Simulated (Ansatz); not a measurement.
Ansatz input file:

```yaml
crystal:
  lattice:
    - [1.4746852512, 0.8514099268, 3.9966118547]
    - [-1.4746852512, 0.8514099268, 3.9966118547]
    - [0.0, -1.7028198536, 3.9966118547]
  atoms:
    - { symbol: Li, position: [0.0, 0.0, 0.0] }
    - { symbol: H, position: [0.5, 0.5, 0.5] }
    - { symbol: F, position: [0.4100632393, 0.4100632393, 0.4100632393] }
    - { symbol: F, position: [0.5899367607, 0.5899367607, 0.5899367607] }
basis:
  ecutwfc: 420
kpoints:
  mp_grid: { grid: [9, 9, 9] }
hamiltonian:
  xc: pbesol
scf:
  occupations: { method: gaussian, width: 0.02 }
output:
  forces: true
  stress: true
  eigenvalues: true
  populations: true
```

Run as
```bash
ansatz run input.yaml --threads 1 --pin off --max-ram 1331MiB --backend cpu --events-out ev --progress --plain --runs-dir out
```

Theory: Ansatz, DFT PBEsol, scalar-relativistic, plane waves, PAW.

Part of what the program printed, abridged (final results; tables in files aren't shown):

```
SCF 1 converged in 6 iterations: F = -1823.099244 eV  dr2 = 1.50e-9
SCF converged after 6 iterations
Free energy (F): -1823.099244 eV
Harris-Foulkes:  -1823.099244 eV  (|F-HF|=1.39e-9)
Internal energy: -1823.099244 eV  (E = F + TS)
E sigma→0 (E₀):  -1823.099244 eV
Fermi energy:    4.210349 eV
--- Per-component energies (eV) ---
  E_band       = -187.059044
  E_kinetic    = 453.423601
  E_local      = -1336.713026  (includes V_loc(G=0)·N_el)
  E_nonlocal   = 117.088113
  E_hartree    = 477.310935
  E_xc         = -178.147192
  E_vxc        = -230.023773  (∫ρ·V_xc dr)
  E_paw        = -408.697342  (= ΣΔE_a)
  E_vpaw       = -145.459519  (= ΣTr[D̂ρ^β])
  E_aug_tail   = 0.003211  (compensation charges beyond the density's cutoff)
  E_ewald      = -947.452429
  E_core_change = 0.084885  (= ΣΔE_core)
  E_smearing   =  0.000000  (= −TS)
--- Forces (eV/Å), atoms counted from 1 ---
  atom   1  Li     0.00000000     0.00000000     0.00000000
  atom   2  H      0.00000000     0.00000000     0.00000000
  atom   3  F      0.00000000     0.00000000    -1.28339305
  atom   4  F      0.00000000     0.00000000     1.28339305
--- Stress (GPa, compression-positive) ---
        5.235414       0.000000       0.000000
        0.000000       5.235414       0.000000
        0.000000       0.000000      35.009361
  P = ⅓ Tr σ = 15.1601 GPa (151.601 kbar)
--- Band table (eV; the first three rows and the last of 85) ---
  k-point 0: bands = ["-39.7862", "-21.7884", "-19.6495", "-6.5083", "-0.8171", "-0.8171", "-0.6342", "-0.6342", "-0.1179", "8.4963", "13.3891", "19.2543", "19.9693"]
  k-point 1: bands = ["-39.7817", "-21.7507", "-19.6441", "-6.4485", "-1.2039", "-0.8863", "-0.7479", "-0.6602", "-0.0985", "8.8809", "13.7803", "18.7786", "19.8744"]
  k-point 2: bands = ["-39.7703", "-21.6520", "-19.6318", "-6.2986", "-1.9424", "-1.0657", "-1.0366", "-0.7465", "-0.1659", "9.8256", "14.7997", "17.3437", "19.3344"]
  k-point 84: bands = ["-39.7810", "-21.3631", "-20.2182", "-5.0126", "-1.9717", "-1.4184", "-1.2340", "-0.3565", "-0.2812", "9.4447", "13.7038", "17.4245", "18.8669"]
--- Löwdin populations: 4 sites ---
  site symbol q [e]
     0     Li      2.2181
     1      H      0.5630
     2      F      7.5598
     3      F      7.5598
  spilling = 0.005517 (of n_electrons = 18.000000)
```

The run converged.